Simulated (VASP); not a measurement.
Given:

```xyz
2
Lattice="0.0000 3.0425 3.0425 3.0425 0.0000 3.0425 3.0425 3.0425 0.0000" Properties=species:S:1:pos:R:3 pbc="T T T"
Zn     3.0578     2.9996     3.0183
Te     1.5059     1.5641     1.5454
```

The numbers are results of LDA (Ceperley-Alder, Perdew-Zunger), VASP's LDA PAW potentials (set 64) (plane waves; VASP), not measurements. Numerical set-up: 300 eV cut-off, 6×6×6 Γ-centred mesh, Gaussian smearing of 0.020 eV, potentials Zn Te.

At this cut-off the stress carries a Pulay error, which pulls relaxed volumes low.

Q: The ions are relaxed. Give the cell that the relaxation ends in.

A: 
```xyz
2
Lattice="0.0000 3.0425 3.0425 3.0425 0.0000 3.0425 3.0425 3.0425 0.0000" Properties=species:S:1:pos:R:3 pbc="T T T"
Zn     3.0477     3.0464     3.0417
Te     1.5160     1.5174     1.5221
```
Space group F-43m (216), at a tolerance of 0.03 Å.

Q: How much energy does the relaxation gain?

A: The energy (σ→0) changes by -11.9 meV/atom, in 3 ionic steps.

```tsv
step	E(σ→0) (eV)	max force (eV/Å)	pressure (GPa)	volume (Å³)
1	-6.4282	0.457	-1.87	56.33
2	-6.4442	0.271	-2.02	56.33
3	-6.4520	0.065	-2.11	56.33
```

The structure comes from a computed database's ZnTe entry; how it stands against other phases isn't given here. In the starting cell atoms are displaced from their ideal sites. This run relaxes the ions in a fixed cell. The run is one of a series of settings (EDIFFG = -0.1, IBRION = 2, NSW = 50 against the base run), some of them coarse on purpose.
